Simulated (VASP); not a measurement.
# KBr (Fm-3m) in VASP: a series of runs

One crystal, KBr, is run at these levels: PBE; tasks: relaxation of cell and atoms.

Everything below comes from runs of VASP 6.6.1. Logs are shortened: lines on timing, memory, paths and dates and some standing lists are left out, and cuts for length are marked.

### 1 The crystal as given

It takes space group Fm-3m (No. 225, cubic). The conventional cell has a = 6.703 Å, b = 6.703 Å, c = 6.703 Å, α = 90.00°, β = 90.00°, γ = 90.00°. K (site symmetry m-3m) has 6 Br at 3.35 Å as nearest neighbours. Around Br (site symmetry m-3m) lie 6 K at 3.35 Å.

### 2 Relaxation of cell and atoms, PBE

INCAR reads:

```
SYSTEM = KBr
  PREC = Accurate
  ENCUT = 600
  EDIFF = 1E-7
  ISMEAR = 0
  SIGMA = 0.03
  LREAL = .False.
  LASPH = .True.
  NELM = 80
  ALGO = Normal
  ISIF = 3
  LWAVE = .False.
  LCHARG = .False.
  GGA = PE
  IBRION = 2
  NSW = 90
  EDIFFG = -0.005
```

KPOINTS reads:

```
Automatic mesh
0
Gamma
  8 8 8
  0 0 0
```

POSCAR reads:

```
KBr                                     
1.0
    0.0000000000      3.3513656039      3.3513656039
    3.3513656039      0.0000000000      3.3513656039
    3.3513656039      3.3513656039      0.0000000000
  K               Br            
     1     1
Direct
     0.0000000000000000    0.0000000000000000    0.0000000000000000
     0.5000000000000000    0.5000000000000000    0.5000000000000000
```

Potentials or basis: VASP PAW PBE potentials, release 64 (K_sv, Br).

Started as:

```
$ cat potpaw_PBE.64/K_sv/POTCAR potpaw_PBE.64/Br/POTCAR > POTCAR
$ mpirun -np 1 vasp_std > vasp.out
```

OUTCAR:

```text
SYSTEM = KBr
   PREC = Accurate
   ENCUT = 600
   EDIFF = 1E-7
   ISMEAR = 0
   LREAL = .False.
   LASPH = .True.
   NELM = 80
   ISIF = 3
   GGA = PE
   IBRION = 2
   NSW = 90
   EDIFFG = -0.005

 ion  position               nearest neighbor table
   1  0.000  0.000  0.000-
   2  0.500  0.500  0.500-

  LATTYP: Found a face centered cubic cell.
 ALAT       =     6.7027312078

  Lattice vectors:

 A1 = (   0.0000000000,   3.3513656039,   3.3513656039)
 A2 = (   3.3513656039,   0.0000000000,   3.3513656039)
 A3 = (   3.3513656039,   3.3513656039,   0.0000000000)

Analysis of symmetry for initial positions (statically):
=====================================================================
 Subroutine PRICEL returns:
 Original cell was already a primitive cell.

 Routine SETGRP: Setting up the symmetry group for a
 face centered cubic supercell.

 Subroutine GETGRP returns: Found 48 space group operations
 (whereof 48 operations were pure point group operations)
 out of a pool of 48 trial point group operations.

The static configuration has the point symmetry O_h .

Analysis of symmetry for dynamics (positions and initial velocities):
=====================================================================
 Subroutine PRICEL returns:
 Original cell was already a primitive cell.

 Routine SETGRP: Setting up the symmetry group for a
 face centered cubic supercell.

 Subroutine GETGRP returns: Found 48 space group operations
 (whereof 48 operations were pure point group operations)
 out of a pool of 48 trial point group operations.

The dynamic configuration has the point symmetry O_h .

 Subroutine INISYM returns: Found 48 space group operations
 (whereof 48 operations are pure point group operations),
 and found     1 'primitive' translations

----------------------------------------------------------------------------------------

                                     Primitive cell

  volume of cell :      75.2827

  direct lattice vectors                    reciprocal lattice vectors
     0.000000000  3.351365604  3.351365604    -0.149192914  0.149192914  0.149192914
     3.351365604  0.000000000  3.351365604     0.149192914 -0.149192914  0.149192914
     3.351365604  3.351365604  0.000000000     0.149192914  0.149192914 -0.149192914

  length of vectors
     4.739546690  4.739546690  4.739546690     0.258409707  0.258409707  0.258409707

  position of ions in fractional coordinates (direct lattice)
     0.000000000  0.000000000  0.000000000
     0.500000000  0.500000000  0.500000000

  ion indices of the primitive-cell ions
   primitive index   ion index
                 1           1
                 2           2

----------------------------------------------------------------------------------------

 KPOINTS: Automatic mesh

Automatic generation of k-mesh.
 Grid dimensions read from file:
 generate k-points for:    8    8    8

 Generating k-lattice:

  Cartesian coordinates                     Fractional coordinates (reciprocal lattice)
    -0.018649114  0.018649114  0.018649114     0.125000000  0.000000000  0.000000000
     0.018649114 -0.018649114  0.018649114     0.000000000  0.125000000  0.000000000
     0.018649114  0.018649114 -0.018649114     0.000000000  0.000000000  0.125000000

  Length of vectors
     0.032301213  0.032301213  0.032301213

  Shift w.r.t. Gamma in fractional coordinates (k-lattice)
     0.000000000  0.000000000  0.000000000

 Subroutine IBZKPT returns following result:
 ===========================================

 Found     29 irreducible k-points:

 Following reciprocal coordinates:
            Coordinates               Weight
  0.000000  0.000000  0.000000      1.000000
  0.125000  0.000000  0.000000      8.000000
  0.250000  0.000000  0.000000      8.000000
  0.375000  0.000000  0.000000      8.000000
  0.500000  0.000000  0.000000      4.000000
  0.125000  0.125000  0.000000      6.000000
[... 16 lines left out ...]
  0.500000  0.250000  0.125000     48.000000
 -0.375000  0.250000  0.125000     24.000000
 [... further k-points ...]
   k-points           NKPTS =     29   k-points in BZ     NKDIM =     29   number of bands    NBANDS=     12
   number of dos      NEDOS =    301   number of ions     NIONS =      2
   total plane-waves  NPLWV =  64000
   dimension x,y,z NGX =    40 NGY =   40 NGZ =   40
   dimension x,y,z NGXF=    80 NGYF=   80 NGZF=   80
   ions per type =               1   1
   NGX,Y,Z   is equivalent  to a cutoff of  14.03, 14.03, 14.03 a.u.
   NGXF,Y,Z  is equivalent  to a cutoff of  28.06, 28.06, 28.06 a.u.
 SYSTEM =  KBr
   PREC   = accura    normal or accurate (medium, high low for compatibility)
   ISTART =      0    job   : 0-new  1-cont  2-samecut
   ICHARG =      2    charge: 1-file 2-atom 10-const
   ISPIN  =      1    spin polarized calculation?
   LNONCOLLINEAR =      F non collinear calculations
   LSORBIT =      F    spin-orbit coupling
   LASPH  =      T    aspherical Exc in radial PAW
   ENCUT  =  600.0 eV  44.10 Ry    6.64 a.u.   9.47  9.47  9.47*2*pi/ulx,y,z
   NELM   =     80;   NELMIN=  2; NELMDL= -5     # of ELM steps
   EDIFF  = 0.1E-06   stopping-criterion for ELM
   LREAL  =      F    real-space projection
   EDIFFG = -.5E-02   stopping-criterion for IOM
   NSW    =     90    number of steps for IOM
   IBRION =      2    ionic relax: 0-MD 1-quasi-New 2-CG
   NFREE  =      1    steps in history (QN), initial steepest desc. (CG)
   ISIF   =      3    stress and relaxation
   ISYM   =      2    0-nonsym 1-usesym 2-fastsym
   POTIM  = 0.5000    time-step for ionic-motion
   TEBEG  =    0.0;   TEEND  =   0.0 temperature during run
   PSTRESS=    0.0 pullay stress
   NELECT =      16.0000    total number of electrons
   NUPDOWN=      -1.0000    fix difference up-down
   EMIN   =  10.00;   EMAX   =-10.00  energy-range for DOS
   EFERMI =   0.00;   METHOD = LEGACY
   ISMEAR =     0;   SIGMA  =   0.03  broadening in eV -4-tet -1-fermi 0-gaus
   EFERMI_NEDOS =   21; number of points for ismear=-14 and -15
   IALGO  =     38    algorithm
   IMIX   =      4    mixing-type and parameters
     AMIX     =   0.40;   BMIX     =  1.00
     AMIX_MAG =   1.60;   BMIX_MAG =  1.00
  volume/ion in A,a.u.               =      37.64       254.02
  Fermi-wavevector in a.u.,A,eV,Ry     =   0.976974  1.846213 12.986465  0.954478
  Thomas-Fermi vector in A             =   2.107635
   LORBIT       =      0    0 simple, 1 ext, 2 COOP (PROOUT), +10 PAW based schemes
   GGA     = PE    functional components
   LHFCALC =     F    Hartree Fock is set to
   AEXX    =    0.0000 exact exchange contribution
   IVDW    =     0    specifies the selected vdW correction
   LEPSILON=     F    determine dielectric tensor
   LRPA    =     F    only Hartree local field effects (RPA)
 conjugate gradient relaxation of ions
 non-spin polarized calculation
 Gauss-broadening in eV      SIGMA  =   0.03
  energy-cutoff  :      600.00
  volume of cell :       75.28
 maximum number of plane-waves:      2565
 NGX is ok and might be reduce to    40
   NGX = 19   NGY = 19   NGZ = 19

--------------------------------------- Ionic step        1  -------------------------------------------

 number of electron      15.9999999 magnetization

 Free energy of the ion-electron system (eV)
  ---------------------------------------------------
  ext. energy  EPLUGINS =         0.00000000
  ---------------------------------------------------
  free energy    TOTEN  =        -6.22366781 eV

  energy without entropy =       -6.22366781  energy(sigma->0) =       -6.22366781

------------------------ aborting loop because EDIFF is reached ----------------------------------------

  FORCE on cell =-STRESS in cart. coord.  units (eV):
  Direction    XX          YY          ZZ          XY          YZ          ZX
  --------------------------------------------------------------------------------------
  -------------------------------------------------------------------------------------
  Total        0.0253030      0.0253030      0.0253030      0.0000000      0.0000000      0.0000000
  in kB        0.5385021      0.5385021      0.5385021      0.0000000      0.0000000      0.0000000
  external PRESSURE =       0.5385021 kB  Pullay stress =       0.0000000 kB
[... 57 lines left out ...]
  energy  without entropy=       -6.2237038417  energy(sigma->0) =       -6.22370384

--------------------------------------- Ionic step        3  -------------------------------------------

 number of electron      15.9999999 magnetization

 Free energy of the ion-electron system (eV)
  ---------------------------------------------------
  ext. energy  EPLUGINS =         0.00000000
  ---------------------------------------------------
  free energy    TOTEN  =        -6.22371603 eV

  energy without entropy =       -6.22371603  energy(sigma->0) =       -6.22371603

 E-fermi :  -1.6897     XC(G=0):  -7.1753

 val. band max:       -1.9291760727   @ k =   0.0000   0.0000   0.0000
 cond. band min:       2.3757893703   @ k =   0.0000   0.0000   0.0000
 fundamental gap:      4.3049654430
 Fermi energy:        -1.6896784961

 k-point     1 :       0.0000    0.0000    0.0000
  band No.  band energies     occupation
      1     -29.8189      2.00000
      2     -14.1642      2.00000
      3     -13.2927      2.00000
      4     -13.2927      2.00000
      5     -13.2927      2.00000
      6      -1.9292      2.00000
      7      -1.9292      2.00000
      8      -1.9292      2.00000
      9       2.3758      0.00000
     10       5.6596      0.00000
     11       5.6596      0.00000
     12       5.6596      0.00000
[... 331 lines left out ...]
 k-point    24 :      -0.3750    0.2500    0.1250
  band No.  band energies     occupation
      1     -29.8140      2.00000
      2     -14.2576      2.00000
      3     -13.3209      2.00000
      4     -13.3090      2.00000
      5     -13.1389      2.00000
      6      -2.8163      2.00000
      7      -2.3560      2.00000
      8      -2.2516      2.00000
      9       4.9859      0.00000
     10       5.7644      0.00000
     11       6.7390      0.00000
     12       7.2318      0.00000

 [... further k-points ...]

------------------------ aborting loop because EDIFF is reached ----------------------------------------

  FORCE on cell =-STRESS in cart. coord.  units (eV):
  Direction    XX          YY          ZZ          XY          YZ          ZX
  --------------------------------------------------------------------------------------
  -------------------------------------------------------------------------------------
  Total        0.0053510      0.0053510      0.0053510      0.0000000     -0.0000000      0.0000000
  in kB        0.1135308      0.1135308      0.1135308      0.0000000     -0.0000000      0.0000000
  external PRESSURE =       0.1135308 kB  Pullay stress =       0.0000000 kB
[... 17 lines left out ...]
  FREE ENERGIE OF THE ION-ELECTRON SYSTEM (eV)
  ---------------------------------------------------
  free  energy   TOTEN  =        -6.2237160332 eV

  energy  without entropy=       -6.2237160332  energy(sigma->0) =       -6.22371603

 reached required accuracy - stopping structural energy minimisation
```

It took 45 s on 1 thread of Intel Xeon Platinum 8488C (Sapphire Rapids), shared host; peak memory 0.27 GiB.

What came out:

```yaml
Free_energy: -6.2237 eV
Relaxed_volume: 37.76 Å³/atom
Relaxed_cell: a = 4.744 Å, b = 4.744 Å, c = 4.744 Å, α = 60.00°, β = 60.00°, γ = 60.00°
Space_group_after_relaxing_to_0.05_Å: Fm-3m (No. 225)
Energy_gained_by_relaxing: 0.0 meV/atom
Ionic_steps: 3
Pressure_after_relaxing: 0.0 GPa
Band_gap_on_the_k_mesh: 4.30 eV, direct
```

Final structure:
```xyz
2
Lattice="0.0000 3.3548 3.3548 3.3548 0.0000 3.3548 3.3548 3.3548 0.0000" Properties=species:S:1:pos:R:3 pbc="T T T"
K     0.0000    0.0000    0.0000
Br    3.3548    3.3548    3.3548
```

### 3 Relaxation of cell and atoms, PBE

This run uses another cell than the first one, of 35.94 Å³/atom, 0.955 times its volume.

INCAR reads:

```
SYSTEM = KBr
PREC     = Accurate       ! precision mode
ENCUT    = 300            ! plane-wave cutoff, eV
EDIFF    = 1E-6           ! SCF threshold, eV
ISMEAR   = 0              ! smearing method
SIGMA    = 0.03           ! smearing width, eV
LREAL    = .False.        ! projectors in reciprocal space
LASPH    = .True.         ! aspherical terms in the spheres
NELM     = 80             ! most SCF steps
ALGO     = Normal         ! electronic algorithm
ISIF     = 3              ! what is computed and relaxed
LWAVE    = .False.        ! write WAVECAR
LCHARG   = .False.        ! write CHGCAR
GGA      = PE             ! functional
IBRION   = 2              ! ionic algorithm
NSW      = 90             ! ionic steps
EDIFFG   = -0.01          ! ionic threshold
```

KPOINTS reads:

```
Automatic mesh
0
Gamma
  4 4 4
  0 0 0
```

POSCAR reads:

```
KBr
1.0
    0.0000000000      3.3000000000      3.3000000000
    3.3000000000      0.0000000000      3.3000000000
    3.3000000000      3.3000000000      0.0000000000
K Br
1 1
Direct
    0.0000000000      0.0000000000      0.0000000000
    0.5000000000      0.5000000000      0.5000000000
```

Potentials or basis: VASP PAW PBE potentials, release 64 (K_pv, Br).

Started as:

```
$ cat potpaw_PBE.64/K_pv/POTCAR potpaw_PBE.64/Br/POTCAR > POTCAR
$ mpirun -np 1 vasp_std > vasp.out
```

Wall time 11 s (1 thread of Intel Xeon 6975P-C (Granite Rapids), shared host); peak memory 0.15 GiB.

The run converged. Its results:

```
Free energy                            : -6.1836 eV
Relaxed volume                         : 38.16 Å³/atom
Relaxed cell                           : a = 4.761 Å, b = 4.761 Å, c = 4.761 Å, α = 60.00°, β = 60.00°, γ = 60.00°
Space group after relaxing (to 0.05 Å) : Fm-3m (No. 225)
Energy gained by relaxing              : 6.6 meV/atom
Ionic steps                            : 3
Pressure after relaxing                : 0.0 GPa
Band gap on the k mesh                 : 4.27 eV, direct
```

The path:
```tsv
step	energy change (eV)	largest force (eV/Å)	pressure (GPa)	volume (Å³)
1	0.0000	0.0000	0.98	71.87
2	-0.0102	0.0000	0.43	74.19
3	-0.0132	0.0000	0.02	76.32
```

Final structure:
```
K Br
1.0
     0.00000    3.36669    3.36669
     3.36669    0.00000    3.36669
     3.36669    3.36669    0.00000
K Br
1 1
Direct
  0.00000 0.00000 0.00000
  0.50000 0.50000 0.50000
```

Levels at points of the mesh, in eV from the valence-band top:
| k point | band 4 | band 5 | band 6 | band 7 | band 8 | band 9 | band 10 | band 11 |
| --- | --- | --- | --- | --- | --- | --- | --- | --- |
| (0.00, 0.00, 0.00) | -11.38 | 0.00 | 0.00 | 0.00 | 4.27 | 7.59 | 7.59 | 7.59 |
| (0.50, 0.00, 0.00) | -11.15 | -1.07 | -0.29 | -0.29 | 6.46 | 8.01 | 9.68 | 9.68 |
| (0.50, 0.50, 0.00) | -11.40 | -0.76 | -0.27 | -0.27 | 5.91 | 6.97 | 9.19 | 9.32 |

PBE gaps usually lie below the measured ones, often by a third to a half. PBE usually gives volumes a little too large and moduli too small.

(Part 1 of 2 ends here.)
